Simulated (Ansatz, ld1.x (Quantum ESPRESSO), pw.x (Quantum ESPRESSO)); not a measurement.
From atom to crystal: TM potential for Be

beryllium (Be), norm-conserving Troullier–Martins (Kleinman–Bylander form), made with ld1.x (Quantum ESPRESSO) 7.5 (PBE, scalar-relativistic). Core [He], reference 2s2 2p0. Waves: 2s (bound): rc 1.85 bohr; 3d channel at 0.05 Ry: rc 2.75 bohr; 2p (bound, empty): rc 2.55 bohr. Local part: the p channel. Core correction: a·sin(br)/r model core inside 0.90 bohr.

Crystal test: diamond Be in pw.x 7.5, no spin, 9³ k-points, Fermi–Dirac smearing 0.01 Ry, cutoffs 50/200 Ry. The reference is all-electron LAPW (Ansatz 0.2.0) with the same functional, mesh and smearing; V0 and B0 come from Birch–Murnaghan fits to the pressures at five volumes. Errors are pseudo minus all-electron; Δ is the rms difference of the E(V) curves that follow from these fits, minima aligned, over ±6 % about the mean V0. Mesh and smearing are coarse, so the numbers serve the comparison and aren't converged zero-temperature values; the lattice is a test structure that the element need not adopt.

```json
{"V (Å³/atom)": "14.006", "P all-electron (GPa)": "2.32", "P pseudo (GPa)": "1.90"}
{"V (Å³/atom)": "14.374", "P all-electron (GPa)": "1.04", "P pseudo (GPa)": "0.67"}
{"V (Å³/atom)": "14.743", "P all-electron (GPa)": "-0.10", "P pseudo (GPa)": "-0.43"}
{"V (Å³/atom)": "15.112", "P all-electron (GPa)": "-1.12", "P pseudo (GPa)": "-1.41"}
{"V (Å³/atom)": "15.480", "P all-electron (GPa)": "-2.04", "P pseudo (GPa)": "-2.29"}
```

All-electron: a0 = 4.900 Å (V0 = 14.71 Å³/atom), B0 = 43.6 GPa.

Pseudopotential: mean pressure error (GPa): -0.33; a0 (Å): 4.888; a0 error (%): -0.26; B0 error (%): -1.3; Δ (meV/atom): 1.1. The largest radius (2.75 bohr) exceeds half the bond length (2.01 bohr), so the spheres overlap, which is one possible source of error among others.

At the middle volume, how do free energy and pressure move when the wave cutoff is lowered (ecutrho kept at four times it)?

| cutoff (Ry) | shift of F (meV/atom) | shift of P (GPa) |
| --- | --- | --- |
| 22 | +21.2 | +0.07 |
| 30 | +4.9 | -0.07 |
| 40 | +2.2 | -0.03 |

The run at the middle volume (35 k-points, 5 iterations) took about 2.1 s on one core of a shared host (AMD EPYC 9R45, 192 threads, 1484 GiB, load 11).
